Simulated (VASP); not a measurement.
Write the native input for VASP 6.6.1 that does the following.

```
Task                   : single point
Functional             : LDA
Potentials or basis    : VASP PAW LDA potentials, release 64 (Mg, F)
Cutoff                 : 520 eV
k mesh                 : 6 × 6 × 8
Occupations            : gaussian, width 0.02 eV
Spin                   : no spin polarisation
Dipole correction      : no
Further INCAR settings : ALGO = Normal; EDIFF = 1e-06; NBANDS = 25
```

The structure of MgF2 lies in POSCAR:

```
MgF2
1.0
    4.4388510760      0.0000000000      0.0000000000
    0.0000000000      4.4388510760      0.0000000000
    0.0000000000      0.0000000000      2.8968322680
Mg F
2 4
Direct
    0.0000000000      0.0000000000      0.0000000000
    0.5000000000      0.5000000000      0.5000000000
    0.3028000000      0.3028000000      0.0000000000
    0.1972000000      0.8028000000      0.5000000000
    0.6972000000      0.6972000000      0.0000000000
    0.8028000000      0.1972000000      0.5000000000
```

The cell isn't the ideal one: functional LDA, strained and moved within the space group.

These files were run (other wordings do the same):

INCAR

```
SYSTEM = MgF2
ALGO = Normal ; EDIFF = 1E-6
ENCUT = 520 ; GGA = CA
ISIF = 2 ; ISMEAR = 0
LASPH = .TRUE. ; LCHARG = .FALSE.
LREAL = .FALSE. ; LWAVE = .FALSE.
NBANDS = 25 ; NELM = 100
PREC = Accurate ; SIGMA = 0.02
```

KPOINTS

```
k-points
0
G
  6 6 8
  0 0 0
```

Potentials or basis: VASP PAW LDA potentials, release 64 (Mg, F).

Launch:

```bash
$ cat potpaw_LDA.64/Mg/POTCAR potpaw_LDA.64/F/POTCAR > POTCAR
$ mpirun -np 1 vasp_std > vasp.out
```

Results of the run:

| Quantity | Value |
| --- | --- |
| Pressure | 11.0 GPa |
| Largest force | 0.224 eV/Å |
| Band gap on the k mesh | 7.76 eV, direct |

It took 39 s on 1 thread of Intel(R) Xeon(R) Platinum 8259CL CPU @ 2.50GHz (Skylake/Cascade Lake) (shared host), peak memory 0.19 GiB.
